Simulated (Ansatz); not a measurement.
# WS2 in Ansatz: band structure with revPBE

Aim: the band structure of WS2 with revPBE.

Everything below comes from runs of Ansatz 0.2.0. Logs are shortened: lines on timing, memory, paths and dates and some standing lists are left out, and cuts for length are marked.

### Step 1. The structure

The cell holds a slab with vacuum, 9 atoms: a = 3.183 Å, b = 3.183 Å, c = 28.532 Å, α = 90.00°, β = 90.00°, γ = 120.00°.

### Step 2. Band structure, revPBE

File input.yaml:

```yaml
crystal:
  lattice:
    - [3.1829541699, 0.0, 0.0]
    - [-1.591477085, 2.7565191702, 0.0]
    - [0.0, 0.0, 28.53221786]
  atoms:
    - { symbol: W, position: [0.6666666667, 0.3333333333, 0.43436168] }
    - { symbol: W, position: [0.6666666667, 0.3333333333, 0.88553378] }
    - { symbol: W, position: [0.0, 0.0, 0.65928643] }
    - { symbol: S, position: [0.6666666667, 0.3333333333, 0.60462521] }
    - { symbol: S, position: [0.0, 0.0, 0.37971025] }
    - { symbol: S, position: [0.0, 0.0, 0.83084828] }
    - { symbol: S, position: [0.6666666667, 0.3333333333, 0.71395221] }
    - { symbol: S, position: [0.0, 0.0, 0.48903042] }
    - { symbol: S, position: [0.0, 0.0, 0.94018573] }
hamiltonian:
  xc: revpbe
  pseudopotentials: { kind: paw }
kpoints:
  mp_grid: { grid: [10, 10, 1] }
  band_path:
    path:
      - [[0.0, 0.0, 0.0], [0.5, 0.0, 0.0], [0.3333333333, 0.3333333333, 0.0], [0.0, 0.0, 0.0], [0.0, 0.0, 0.5], [0.5, 0.0, 0.5], [0.3333333333, 0.3333333333, 0.5], [0.0, 0.0, 0.5]]
      - [[0.5, 0.0, 0.5], [0.5, 0.0, 0.0]]
      - [[0.3333333333, 0.3333333333, 0.0], [0.3333333333, 0.3333333333, 0.5]]
    npoints: 10
scf:
  occupations: { method: fermi_dirac, width: 0.05 }
  n_extra_bands: 22
output:
  forces: true
  stress: true
  eigenvalues: true
  fatbands: false
```

Potentials or basis: Ansatz PAW.

Run with:

```sh
> ansatz run input.yaml --threads 4 --pin off --max-ram 11264MiB --backend cpu --events-out ev --progress --plain --runs-dir out
```

Output:

```text
Warning: RAYON_NUM_THREADS=4 ignored (pool sized by the plan → 4); use --threads N
scf.n_extra_bands = 22 over 39 filled bands (N_el = 78.0): the run solves 61 bands
Engine: ansatz 0.2.0, aarch64-unknown-linux-gnu
Pseudopotentials: kind: paw
Pseudopotential: W, paw, valence charge 14, recommended cutoff 420 eV (normal), W.paw.azcp
Pseudopotential: S, paw, valence charge 6, recommended cutoff 420 eV (normal), S.paw.azcp
Functional definition: revPBE
  parameter kappa = 1.245
  parameter beta = 0.06672455060314922
  exchange = pbe_x(kappa = kappa, mu = beta*pi^2/3)
  correlation = pbe_c(beta = beta)
Crystal: 9 atoms, lattice volume = 250.338 Å³
Basis set: ecut = 420 eV, 4931 PW (Γ), exchange–correlation on 48×48×384 points (8 copies of the dense FFT grid, shifted against one another)
Bands: 61, of which v1, the nominal top of the filled ones, is band 39 counted from 1 (38 counted from 0)
Symmetry: 6 space group operations
Space group: P3m1 (ITA 156), of the structure as read, at distance tolerance 6.3e-5 Å
k-points: 14 of 100 (time reversal used)
Non-local potential: W, projectors of the file, l = 0: 3, l = 1: 2, l = 2: 2, l = 3: 1
Non-local potential: S, projectors of the file, l = 0: 2, l = 1: 2, l = 2: 2
PAW form: soft (Blöchl's): semilocal exchange-correlation on the pseudo side does not see the compensation charge
PAW frozen core: W, regenerated for the run's functional, and the local potential with it (the file was generated under x = pbe(κ = 0.804, μ = 0.2195149727645171), c = pbe(β = 0.06672455060314922))
PAW frozen core: S, regenerated for the run's functional, and the local potential with it (the file was generated under x = pbe(κ = 0.804, μ = 0.2195149727645171), c = pbe(β = 0.06672455060314922))
PAW one-centre angular grid: W, 590 points (default); XC on 64 Gauss nodes
PAW one-centre angular grid: S, 110 points (default); XC on 64 Gauss nodes
Initial density: superposition of atomic densities (neutral atoms: chi_scale 0, normalization atom), corrected by the library's trained network
Initial wavefunctions: pseudopotential atomic-orbital guess
Functional: x = revpbe(κ = 1.245, μ = 0.2195149727645171), c = pbe(β = 0.06672455060314922)
SCF iter   1: F=—  HF=-36616.177372 eV  |F-HF|=—  |Δ(HF+E_count)|=         —  Δρ=4.56e-3  dr2=7.75e-2  ethr=1.77e-3  ⟨swp⟩=8.2  Hψ=4662  notcnv=0  defer=53
preconditioner: auto → Resta (q_TF=auto, 2.246 Å⁻¹)  ε∞=3.6  [insulator: Δε(μ)=1.444 eV  Ē_g=10.764 eV  σ=0.050 eV  W_gap=1.00  n_scr=20 (ndim 8)  ℏωp=17.2 eV  f_vac=0.334  D(μ)=0.00/eV (n_scr^D=0)  ε∞_Penn≈3.6  vacuum switching on, ρ_ref=8.4e-3 e/Å³]
SCF iter   2: F=—  HF=-36616.185816 eV  |F-HF|=—  |Δ(HF+E_count)|=   8.44e-3  Δρ=2.54e-3  dr2=2.23e-2  ethr=9.94e-5  ⟨swp⟩=2.2  Hψ=1409  notcnv=0  defer=170
SCF iter   3: F=—  HF=-36616.189481 eV  |F-HF|=—  |Δ(HF+E_count)|=   3.66e-3  Δρ=1.57e-3  dr2=3.37e-3  ethr=2.86e-5  ⟨swp⟩=2.0  Hψ=843  notcnv=0  defer=170
SCF iter   4: F=—  HF=-36616.194718 eV  |F-HF|=—  |Δ(HF+E_count)|=   5.24e-3  Δρ=6.34e-4  dr2=2.64e-3  ethr=4.32e-6  ⟨swp⟩=2.1  Hψ=1109  notcnv=0  defer=170
SCF iter   5: F=—  HF=-36616.194862 eV  |F-HF|=—  |Δ(HF+E_count)|=   1.44e-4  Δρ=1.22e-4  dr2=4.66e-5  ethr=3.39e-6  ⟨swp⟩=2.0  Hψ=863  notcnv=0  defer=170
SCF iter   6: F=—  HF=-36616.194937 eV  |F-HF|=—  |Δ(HF+E_count)|=   7.51e-5  Δρ=4.27e-5  dr2=1.51e-5  ethr=5.97e-8  ⟨swp⟩=3.4  Hψ=1561  notcnv=0  defer=170
SCF iter   7: F=—  HF=-36616.194942 eV  |F-HF|=—  |Δ(HF+E_count)|=   5.47e-6  Δρ=2.37e-5  dr2=3.37e-6  ethr=1.94e-8  ⟨swp⟩=2.0  Hψ=979  notcnv=0  defer=170
SCF iter   8: F=—  HF=-36616.194943 eV  |F-HF|=—  |Δ(HF+E_count)|=   7.35e-7  Δρ=9.93e-6  dr2=2.31e-6  ethr=4.32e-9  ⟨swp⟩=2.0  Hψ=987  notcnv=0  defer=170
SCF iter   9: F=-36616.194943 eV  HF=-36616.194943 eV  |F-HF|=2.56e-8  |Δ(HF+E_count)|=   1.89e-7  Δρ=2.94e-6  dr2=3.18e-8  ethr=1.28e-10  ⟨swp⟩=16.1  Hψ=5559  notcnv=0
SCF 1 converged in 9 iterations: F = -36616.194943 eV  dr2 = 3.18e-8
NSCF: frozen V_eff on 93 k-points
SCF converged after 9 iterations
Free energy (F): -36616.194943 eV
Harris-Foulkes:  -36616.194943 eV  (|F-HF|=2.56e-8)
Internal energy: -36616.194943 eV  (E = F + TS)
E sigma→0 (E₀):  -36616.194943 eV
Entropy (-TS):   -0.000000 eV (-0.000 meV/atom)
Fermi energy:    6.196387 eV
--- Per-component energies (eV) ---
  E_band       = -1027.207388
  E_kinetic    = 1998.247526
  E_local      = -41535.831699  (includes V_loc(G=0)·N_el)
  E_nonlocal   = 168.236795
  E_hartree    = 19994.160157
  E_xc         = -1387.836745
  E_vxc        = -1244.224450  (∫ρ·V_xc dr)
  E_paw        = -29329.693751  (= ΣΔE_a)
  E_vpaw       = -401.969384  (= ΣTr[D̂ρ^β])
  E_aug_tail   = -0.000174  (compensation charges beyond the density's cutoff)
  E_ewald      = 13476.725544
  E_core_change = -0.202596  (= ΣΔE_core)
  E_smearing   = -0.000000  (= −TS)
  E_closure    = -0.000000  (closes the sum)
  Σ components = -36616.194943   (vs F -36616.194943, Δ=0.00e0)
--- Forces (eV/Å), atoms counted from 1 ---
  atom   1  W      0.00000000    -0.00000000    -0.01540290
  atom   2  W      0.00000000    -0.00000000     0.00593838
  atom   3  W     -0.00000000     0.00000000     0.00399529
  atom   4  S     -0.00000000    -0.00000000    -0.27074050
  atom   5  S     -0.00000000     0.00000000    -0.40074949
  atom   6  S     -0.00000000     0.00000000    -0.26657159
  atom   7  S      0.00000000    -0.00000000     0.27678286
  atom   8  S      0.00000000    -0.00000000     0.26723208
  atom   9  S      0.00000000    -0.00000000     0.39951010
  max |Σ_I F_I| component: 5.76e-6 eV/Å
--- Stress (GPa, compression-positive) ---
        2.185307       0.000000      -0.000000
       -0.000000       2.185307      -0.000000
       -0.000000      -0.000000       3.063583
  P = ⅓ Tr σ = 2.4781 GPa (24.781 kbar)
--- Band table (eV; the first three rows and the last of 14) ---
  k-point 0: bands = ["-68.8842", "-68.8825", "-68.8824", "-33.1610", "-33.1590", "-33.1588", "-33.0140", "-33.0140", "-33.0121", "-33.0121", "-33.0118", "-33.0118", "-9.7701", "-9.7234", "-9.6835", "-8.1402", "-8.0496", "-7.9713", "-1.5324", "-1.2946", "-1.0527", "2.1641", "2.1641", "2.1693", "2.1693", "2.1715", "2.1715", "2.4606", "2.9805", "3.4016", "3.4016", "3.4141", "3.4141", "3.4211", "3.4211", "3.5895", "4.8499", "5.2232", "5.5189", "7.9591", "7.9591", "7.9662", "7.9662", "7.9689", "7.9689", "8.1071", "8.1071", "8.1460", "8.1460", "8.1759", "8.1759", "10.0580", "10.2222", "10.4033", "10.5586", "10.7190", "12.0457", "13.6173", "13.7101", "13.7501", "13.8204"]
  k-point 1: bands = ["-68.8826", "-68.8809", "-68.8808", "-33.1551", "-33.1531", "-33.1529", "-33.0466", "-33.0447", "-33.0444", "-33.0215", "-33.0197", "-33.0194", "-9.6064", "-9.5597", "-9.5199", "-8.0778", "-7.9910", "-7.9165", "-1.3396", "-1.1033", "-0.8608", "1.7497", "1.7577", "1.7614", "2.1044", "2.3226", "2.3295", "2.3324", "2.4438", "2.6936", "3.1500", "3.1638", "3.1720", "3.5186", "3.6639", "3.9634", "4.8054", "5.0884", "5.2895", "7.7547", "7.8024", "7.8482", "7.8496", "7.9200", "7.9488", "7.9546", "7.9987", "8.0379", "8.2551", "8.2720", "8.2797", "10.3373", "10.6131", "11.0925", "11.2406", "11.2703", "12.2634", "13.8677", "13.8945", "14.2253", "14.3182"]
  k-point 2: bands = ["-68.8784", "-68.8767", "-68.8766", "-33.1397", "-33.1376", "-33.1374", "-33.1311", "-33.1292", "-33.1289", "-33.0413", "-33.0395", "-33.0392", "-9.1509", "-9.1052", "-9.0662", "-7.9048", "-7.8291", "-7.7657", "-0.8522", "-0.6296", "-0.3972", "0.8768", "0.8981", "0.9192", "1.4327", "1.6461", "1.7944", "2.6115", "2.6271", "2.6379", "2.7420", "2.7541", "2.7602", "3.3983", "3.5908", "3.8525", "4.4965", "4.5785", "4.6214", "7.2599", "7.4612", "7.6835", "7.7143", "7.7322", "7.7752", "7.9585", "8.1124", "8.2124", "8.8609", "8.9002", "8.9301", "10.9251", "11.2107", "12.2339", "12.4685", "12.5061", "12.9878", "13.9599", "13.9869", "14.1263", "14.2121"]
  k-point 13: bands = ["-68.8657", "-68.8639", "-68.8638", "-33.2782", "-33.2764", "-33.2760", "-33.2070", "-33.2051", "-33.2048", "-33.0923", "-33.0903", "-33.0901", "-7.3614", "-7.3473", "-7.3404", "-7.2033", "-7.1889", "-7.1835", "-0.6611", "-0.6284", "-0.6008", "-0.4816", "-0.4576", "-0.4517", "0.7639", "0.7728", "0.7768", "1.1294", "1.1807", "1.2701", "1.6653", "1.7981", "1.8384", "2.7573", "2.8027", "2.8803", "4.8776", "4.9194", "4.9561", "7.0695", "7.0782", "7.0825", "8.2405", "8.4999", "8.7817", "8.8712", "8.9972", "9.0564", "10.4086", "10.5090", "10.6298", "11.7092", "11.7898", "11.7927", "12.1551", "12.5148", "12.9759", "14.2804", "14.3425", "14.5466", "15.0666"]
```

Wall time 29 s (4 threads of Arm Neoverse V1, shared host); peak memory 1.1 GiB.

What came out:

```
Free energy             : -36616.1949 eV
Largest force           : 0.401 eV/Å
Band gap on the k mesh  : 1.51 eV, indirect (least direct gap 2.11 eV)
Band gap along the path : 1.35 eV, indirect (least direct gap 1.76 eV)
```

Forces on the atoms (eV/Å):
```
W    0.000  0.000 -0.015
W    0.000  0.000  0.006
W    0.000  0.000  0.004
S    0.000  0.000 -0.271
S    0.000  0.000 -0.401
S    0.000  0.000 -0.267
S    0.000  0.000  0.277
S    0.000  0.000  0.267
S    0.000  0.000  0.400
```

Stress tensor (GPa, compression positive):
```
2.19 0.00 0.00
0.00 2.19 0.00
0.00 0.00 3.06
```

Levels at the corners of the path, in eV from the valence-band top:
```csv
point,band 35,band 36,band 37,band 38,band 39,band 40,band 41,band 42,band 43,band 44
Γ,-2.10,-1.93,-0.67,-0.30,0.00,2.44,2.44,2.45,2.45,2.45
M,-1.75,-1.72,-1.41,-1.37,-1.34,2.40,2.41,2.42,2.82,2.88
K,-2.79,-2.78,-0.49,-0.45,-0.41,1.35,1.36,1.36,2.68,2.96
Γ,-2.10,-1.93,-0.67,-0.30,0.00,2.44,2.44,2.45,2.45,2.45
A,-2.10,-1.93,-0.67,-0.30,0.00,2.44,2.44,2.45,2.45,2.45
L,-1.75,-1.72,-1.41,-1.37,-1.34,2.40,2.41,2.42,2.82,2.88
H,-2.79,-2.78,-0.49,-0.45,-0.41,1.35,1.36,1.36,2.68,2.96
A,-2.10,-1.93,-0.67,-0.30,0.00,2.44,2.44,2.45,2.45,2.45
L,-1.75,-1.72,-1.41,-1.37,-1.34,2.40,2.41,2.42,2.82,2.88
M,-1.75,-1.72,-1.41,-1.37,-1.34,2.40,2.41,2.42,2.82,2.88
K,-2.79,-2.78,-0.49,-0.45,-0.41,1.35,1.36,1.36,2.68,2.96
H,-2.79,-2.78,-0.49,-0.45,-0.41,1.35,1.36,1.36,2.68,2.96
```

Caveat: the k mesh misses the band edges, so the gap on the mesh is wider than the one along the path; spin-orbit coupling is left out, which moves the levels of the heavy elements; the PAW data sets come from PBE, with cores solved anew for the run's functional, which leaves a small shift of forces and pressure.
